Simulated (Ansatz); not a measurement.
# HfO2: the cost of one run

Computed with Ansatz 0.2.0 (DFT r2SCAN, scalar-relativistic, plane waves, PAW, unless a step's input says otherwise).

1 further run of the same task is left out (set aside as unsound or not needed). Runs told in other sessions of the task aren't counted.

**1. The starting structure**

The structure is tetragonal, space group P4_2/nmc (No. 137). The conventional cell has a = 3.577 Å, b = 3.577 Å, c = 5.203 Å, α = 90.00°, β = 90.00°, γ = 90.00°. Hf (site symmetry -4m2) is surrounded by 4 O at 2.06 Å. O (site symmetry 2mm) is surrounded by 2 Hf at 2.06 Å.

As a file:

```
Hf O
1.0
     3.57682    0.00000    0.00000
     0.00000    3.57682    0.00000
     0.00000    0.00000    5.20267
Hf O
2 4
Direct
  0.50000 0.50000 0.50000
  0.00000 0.00000 0.00000
  0.00000 0.50000 0.69616
  0.50000 0.00000 0.80384
  0.50000 0.00000 0.30384
  0.00000 0.50000 0.19616
```

It goes back to an entry of the Materials Project, which need not be the stable form.

This cell was relaxed beforehand with the same method: volume 11.09 Å³/atom, gap on the mesh 5.26 eV.

**2. The reference cell**

Reference values: F = -33752.5803 eV; pressure -0.01 GPa; largest force 0.000 eV/Å; gap on the mesh 5.26 eV. It was computed beforehand with the settings of the runs below.

**3. Setting up biaxial against axial strain**

The cell is strained by p along both x and y and by q along z, with fractional coordinates fixed.

**4. p = -0.050, q = -0.050**

Contents of input.yaml:

```yaml
crystal:
  lattice:
    - [3.3979831149, 0.0, 0.0]
    - [0.0, 3.3979831149, 0.0]
    - [0.0, 0.0, 4.9425402501]
  atoms:
    - { symbol: Hf, position: [0.5, 0.5, 0.5] }
    - { symbol: Hf, position: [0.0, 0.0, 0.0] }
    - { symbol: O, position: [0.0, 0.5, 0.6961635355] }
    - { symbol: O, position: [0.5, 0.0, 0.8038364645] }
    - { symbol: O, position: [0.5, 0.0, 0.3038364645] }
    - { symbol: O, position: [0.0, 0.5, 0.1961635355] }
basis:
  ecutwfc: 500
kpoints:
  mp_grid: { grid: [6, 6, 6] }
hamiltonian:
  xc: r2scan
scf:
  occupations: { method: gaussian, width: 0.05 }
output:
  forces: true
  stress: true
  eigenvalues: true
```

Command:

```
$ ansatz run input.yaml --threads 2 --pin off --max-ram 5120MiB --backend cpu --events-out ev --progress --plain --runs-dir out
```

**Question.** How long does this run take on 2 threads of Intel Xeon Platinum 8375C at 2.90GHz (Ice Lake), shared host, and how much memory does it need?

About 9.2 s, with a peak of 0.57 GiB.
